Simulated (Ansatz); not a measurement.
# Al (Fm-3m) in Ansatz: a series of runs

Runs on Al. Level: PBE. Tasks: single point.

Program: Ansatz 0.2.0. These are calculated values, not measurements. Logs are shortened: lines on timing, memory, paths and dates and some standing lists are left out, and cuts for length are marked.

### Step 1. Starting point

Symmetry: Fm-3m, No. 225, cubic system. The conventional cell has a = 4.050 Å, b = 4.050 Å, c = 4.050 Å, α = 90.00°, β = 90.00°, γ = 90.00°. Al (site symmetry m-3m) has 12 Al at 2.86 Å as nearest neighbours.

### Step 2. Single point, PBE

File input.yaml:

```yaml
crystal:
  lattice:
    - [0.0, 2.024805, 2.024805]
    - [2.024805, 0.0, 2.024805]
    - [2.024805, 2.024805, 0.0]
  atoms:
    - { symbol: Al, position: [0.0, 0.0, 0.0] }
hamiltonian:
  xc: pbe
  pseudopotentials: { kind: paw }
kpoints:
  mp_grid: { grid: [11, 11, 11] }
scf:
  occupations: { method: gaussian, width: 0.014 }
output:
  forces: true
  stress: true
  eigenvalues: true
```

Potentials or basis: Ansatz PAW.

Command:

```sh
$ ansatz run input.yaml --threads 2 --pin off --max-ram 5632MiB --backend cpu --events-out ev --progress --plain --runs-dir out
```

The log of the run:

```text
Warning: RAYON_NUM_THREADS=2 ignored (pool sized by the plan → 2); use --threads N
Engine: ansatz 0.2.0, x86_64-unknown-linux-gnu
Pseudopotentials: kind: paw
Pseudopotential: Al, paw, valence charge 3, recommended cutoff 420 eV (normal), Al.paw.azcp
Functional definition: PBE
  parameter kappa = 0.804
  parameter beta = 0.06672455060314922
  exchange = pbe_x(kappa = kappa, mu = beta*pi^2/3)
  correlation = pbe_c(beta = beta)
Crystal: 1 atoms, lattice volume = 16.603 Å³
Basis set: ecut = 420 eV, 331 PW (Γ), exchange–correlation on 40×40×40 points (8 copies of the dense FFT grid, shifted against one another)
Bands: 6, of which v1, the nominal top of the filled ones, is band 2 counted from 1 (1 counted from 0)
Symmetry: 48 space group operations
Space group: Fm-3m (ITA 225), of the structure as read, at distance tolerance 2.6e-5 Å
k-points: 56 of 1331
Non-local potential: Al, projectors of the file, l = 0: 2, l = 1: 2, l = 2: 1
PAW form: soft (Blöchl's): semilocal exchange-correlation on the pseudo side does not see the compensation charge
PAW one-centre angular grid: Al, 110 points (default); XC on 64 Gauss nodes
Initial density: superposition of atomic densities (neutral atoms: chi_scale 0, normalization atom), corrected by the library's trained network
Initial wavefunctions: pseudopotential atomic-orbital guess
Functional: x = pbe(κ = 0.804, μ = 0.2195149727645171), c = pbe(β = 0.06672455060314922)
SCF iter   1: F=—  HF=-537.509173 eV  |F-HF|=—  |Δ(HF+E_count)|=         —  Δρ=6.10e-4  dr2=3.68e-5  ethr=1.77e-3  ⟨swp⟩=4.9  Hψ=2991  notcnv=0
preconditioner: auto → none  [insulator: Δε(μ)=0.028 eV  Ē_g=13.152 eV  σ=0.014 eV  W_gap=0.80  n_scr=0 (ndim 8)  ℏωp=15.8 eV  f_vac=0.000  D(μ)=2.07/eV (n_scr^D=26)  ε∞_Penn≈2.4]
SCF iter   2: F=—  HF=-537.509208 eV  |F-HF|=—  |Δ(HF+E_count)|=   3.52e-5  Δρ=3.21e-4  dr2=1.08e-5  ethr=1.23e-6  ⟨swp⟩=2.2  Hψ=913  notcnv=0  defer=13
SCF iter   3: F=—  HF=-537.509216 eV  |F-HF|=—  |Δ(HF+E_count)|=   8.11e-6  Δρ=2.45e-5  dr2=1.06e-7  ethr=3.60e-7  ⟨swp⟩=1.0  Hψ=305  notcnv=0  defer=13
iter 4 did not close the SCF: its close was put off for the readings that it lacked (scf_convergence_deferred on its scf_iter line)
SCF iter   4: F=-537.509216 eV  HF=-537.509216 eV  |F-HF|=2.21e-9  |Δ(HF+E_count)|=   1.81e-8  Δρ=7.71e-6  dr2=1.04e-8  ethr=3.53e-9  ⟨swp⟩=1.1  Hψ=319  notcnv=0  defer=13
iter 5 did not close the SCF: its close was put off for the readings that it lacked (scf_convergence_deferred on its scf_iter line)
SCF iter   5: F=-537.509216 eV  HF=-537.509216 eV  |F-HF|=8.98e-12  |Δ(HF+E_count)|=   2.04e-9  Δρ=4.67e-7  dr2=2.14e-11  ethr=3.47e-10  ⟨swp⟩=1.0  Hψ=305  notcnv=0  defer=13
SCF iter   6: F=-537.509216 eV  HF=-537.509216 eV  |F-HF|=1.71e-12  |Δ(HF+E_count)|=  1.44e-11  Δρ=2.25e-7  dr2=9.04e-12  ethr=1.00e-12  ⟨swp⟩=2.1  Hψ=1188  notcnv=0
SCF 1 converged in 6 iterations: F = -537.509216 eV  dr2 = 9.04e-12
SCF converged after 6 iterations
Free energy (F): -537.509216 eV
Harris-Foulkes:  -537.509216 eV  (|F-HF|=1.71e-12)
Internal energy: -537.509012 eV  (E = F + TS)
E sigma→0 (E₀):  -537.509114 eV
Entropy (-TS):   -0.000205 eV (-0.205 meV/atom)
Fermi energy:    7.900926 eV
--- Per-component energies (eV) ---
  E_band       = 10.417412
  E_kinetic    = 22.651003
  E_local      = 9.803573  (includes V_loc(G=0)·N_el)
  E_nonlocal   = 10.312056
  E_hartree    = 0.100457
  E_xc         = -39.690069
  E_vxc        = -28.901579  (∫ρ·V_xc dr)
  E_paw        = -467.322978  (= ΣΔE_a)
  E_vpaw       = -3.648555  (= ΣTr[D̂ρ^β])
  E_aug_tail   = -0.000002  (compensation charges beyond the density's cutoff)
  E_ewald      = -73.363052
  E_smearing   = -0.000205  (= −TS)
  E_closure    = 0.000000  (closes the sum)
  Σ components = -537.509216   (vs F -537.509216, Δ=0.00e0)
--- Forces (eV/Å), atoms counted from 1 ---
  atom   1  Al    -0.00000000    -0.00000000    -0.00000000
  max |Σ_I F_I| component: 1.85e-32 eV/Å
--- Stress (GPa, compression-positive) ---
       -0.511536      -0.000000       0.000000
        0.000000      -0.511536       0.000000
        0.000000      -0.000000      -0.511536
  P = ⅓ Tr σ = -0.5115 GPa (-5.115 kbar)
--- Band table (eV; the first three rows and the last of 56) ---
  k-point 0: bands = ["-3.2053", "20.3670", "20.3670", "20.3670", "21.9134", "21.9134"]
  k-point 1: bands = ["-2.9818", "17.5075", "19.7554", "19.7554", "22.5713", "22.8584"]
  k-point 2: bands = ["-2.3133", "13.8851", "19.0414", "19.0414", "22.3387", "23.6393"]
  k-point 55: bands = ["6.4950", "6.7507", "8.1493", "10.0279", "21.7066", "24.5337"]
```

Run time: 0.4 s. Hardware: 2 threads of Intel Xeon Platinum 8259CL at 2.50GHz (Skylake/Cascade Lake), shared host; peak memory 0.31 GiB.

What came out:

| Property | Result |
| --- | --- |
| Free energy | -537.5092 eV |
| Pressure | -0.5 GPa |
| Band gap on the k mesh | none (metal or under the smearing width) |

### Step 3. Single point, PBE

input.yaml: that of step 2 with these lines changed.

```diff
@@ -13,3 +13,3 @@
 scf:
-  occupations: { method: gaussian, width: 0.014 }
+  occupations: { method: gaussian, width: 0.015 }
 output:
```

Potentials or basis: Ansatz PAW.

Command:

```sh
$ ansatz run input.yaml --threads 2 --pin off --max-ram 5632MiB --backend cpu --events-out ev --progress --plain --runs-dir out
```

The log of the run:

```text
Warning: RAYON_NUM_THREADS=2 ignored (pool sized by the plan → 2); use --threads N
Engine: ansatz 0.2.0, x86_64-unknown-linux-gnu
Pseudopotentials: kind: paw
Pseudopotential: Al, paw, valence charge 3, recommended cutoff 420 eV (normal), Al.paw.azcp
Functional definition: PBE
  parameter kappa = 0.804
  parameter beta = 0.06672455060314922
  exchange = pbe_x(kappa = kappa, mu = beta*pi^2/3)
  correlation = pbe_c(beta = beta)
Crystal: 1 atoms, lattice volume = 16.603 Å³
Basis set: ecut = 420 eV, 331 PW (Γ), exchange–correlation on 40×40×40 points (8 copies of the dense FFT grid, shifted against one another)
Bands: 6, of which v1, the nominal top of the filled ones, is band 2 counted from 1 (1 counted from 0)
Symmetry: 48 space group operations
Space group: Fm-3m (ITA 225), of the structure as read, at distance tolerance 2.6e-5 Å
k-points: 56 of 1331
Non-local potential: Al, projectors of the file, l = 0: 2, l = 1: 2, l = 2: 1
PAW form: soft (Blöchl's): semilocal exchange-correlation on the pseudo side does not see the compensation charge
[... 14 lines left out ...]
SCF converged after 6 iterations
Free energy (F): -537.509231 eV
Harris-Foulkes:  -537.509231 eV  (|F-HF|=2.16e-12)
Internal energy: -537.508999 eV  (E = F + TS)
E sigma→0 (E₀):  -537.509115 eV
Entropy (-TS):   -0.000233 eV (-0.233 meV/atom)
Fermi energy:    7.900530 eV
--- Per-component energies (eV) ---
  E_band       = 10.417467
  E_kinetic    = 22.651144
  E_local      = 9.803327  (includes V_loc(G=0)·N_el)
  E_nonlocal   = 10.312241
  E_hartree    = 0.100498
  E_xc         = -39.690107
  E_vxc        = -28.901622  (∫ρ·V_xc dr)
  E_paw        = -467.323049  (= ΣΔE_a)
  E_vpaw       = -3.648619  (= ΣTr[D̂ρ^β])
  E_aug_tail   = -0.000002  (compensation charges beyond the density's cutoff)
  E_ewald      = -73.363052
  E_smearing   = -0.000233  (= −TS)
  E_closure    = 0.000000  (closes the sum)
  Σ components = -537.509231   (vs F -537.509231, Δ=0.00e0)
--- Forces (eV/Å), atoms counted from 1 ---
  atom   1  Al     0.00000000     0.00000000    -0.00000000
  max |Σ_I F_I| component: 1.64e-32 eV/Å
--- Stress (GPa, compression-positive) ---
       -0.509006      -0.000000      -0.000000
       -0.000000      -0.509006      -0.000000
        0.000000       0.000000      -0.509006
  P = ⅓ Tr σ = -0.5090 GPa (-5.090 kbar)
--- Band table (eV; the first three rows and the last of 56) ---
  k-point 0: bands = ["-3.2053", "20.3670", "20.3670", "20.3670", "21.9134", "21.9134"]
  k-point 1: bands = ["-2.9817", "17.5075", "19.7554", "19.7554", "22.5714", "22.8584"]
  k-point 2: bands = ["-2.3133", "13.8851", "19.0415", "19.0415", "22.3387", "23.6393"]
  k-point 55: bands = ["6.4950", "6.7508", "8.1493", "10.0279", "21.7066", "24.5337"]
```

It took 0.39 s on 2 threads of Intel Xeon Platinum 8259CL at 2.50GHz (Skylake/Cascade Lake), shared host; peak memory 0.31 GiB.

What came out:

```yaml
Free_energy: -537.5092 eV
Pressure: -0.5 GPa
Band_gap_on_the_k_mesh: none (metal or under the smearing width)
```

Levels at points of the mesh, in eV from the Fermi level:
| k point | band 1 | band 2 | band 3 | band 4 | band 5 |
| --- | --- | --- | --- | --- | --- |
| (0.00, 0.00, 0.00) | -11.11 | 12.47 | 12.47 | 12.47 | 14.01 |

### Step 4. Single point, PBE

input.yaml: that of step 3 with these lines changed.

```diff
@@ -13,3 +13,3 @@
 scf:
-  occupations: { method: gaussian, width: 0.015 }
+  occupations: { method: gaussian, width: 0.016 }
 output:
```

Command:

```sh
$ ansatz run input.yaml --threads 2 --pin off --max-ram 5632MiB --backend cpu --events-out ev --progress --plain --runs-dir out
```

Run time: 0.38 s. Hardware: 2 threads of Intel Xeon Platinum 8259CL at 2.50GHz (Skylake/Cascade Lake), shared host; peak memory 0.31 GiB.

It converged, with:

```yaml
Free_energy: -537.5092 eV
Pressure: -0.5 GPa
Band_gap_on_the_k_mesh: none (metal or under the smearing width)
```

Levels at points of the mesh, in eV from the Fermi level:
| k point | band 1 | band 2 | band 3 | band 4 | band 5 |
| --- | --- | --- | --- | --- | --- |
| (0.00, 0.00, 0.00) | -11.11 | 12.47 | 12.47 | 12.47 | 14.01 |

### Step 5. Overview

| smearing | gap on the mesh (eV) | pressure (GPa) |
| --- | --- | --- |
| gaussian 0.014 eV | none | -0.5 |
| gaussian 0.015 eV | none | -0.5 |
| gaussian 0.016 eV | none | -0.5 |

Alike in all rows: task single point; level PBE; potentials or basis Ansatz PAW; no spin polarisation; cell as given; k mesh 11 × 11 × 11; cutoff (eV) 420.

Every run on the cell as given and a fine mesh finds a metal.

Total energies depend on the potentials used, so only differences within one code and one set of settings carry meaning.
